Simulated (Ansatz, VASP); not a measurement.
**One calculation of SiC4, two programs**

```
Si C
1.0
    -2.18822    2.18822    2.18822
     2.18822   -2.18822    2.18822
     2.18822    2.18822   -2.18822
Si C
1 4
Direct
  0.00000 0.00000 0.00000
  0.00000 0.00000 0.50000
  0.00000 0.50000 0.00000
  0.50000 0.00000 0.00000
  0.50000 0.50000 0.50000
```

Change from the starting cell: species swapped into the MnGa4 type (Im-3m, No. 229).

Alike in both runs: functional PBE; k mesh 12 × 12 × 12; occupations gaussian, width 0.1 eV; no spin polarisation.

Ansatz relaxed the structure, and its values are those at the end. VASP's run is a single point on that final structure, the one shown.

|  | VASP | Ansatz |
| --- | --- | --- |
| version | VASP 6.6.1 | Ansatz 0.2.0 |
| potentials or method | VASP PAW PBE potentials, release 64 (Si, C) | scalar-relativistic, plane waves, PAW |
| plane-wave cutoff (eV) | 520 | 420 |
| valence electrons in the cell | 20 | 20 |

|  | VASP | Ansatz | Ansatz less VASP |
| --- | --- | --- | --- |
| gap on the k mesh at the Fermi level (eV) | none | none | - |
| pressure (GPa) | -0.2 | 0.0 | +0.22 |

A gap of «none» marks a metal or a gap that the smearing closes.
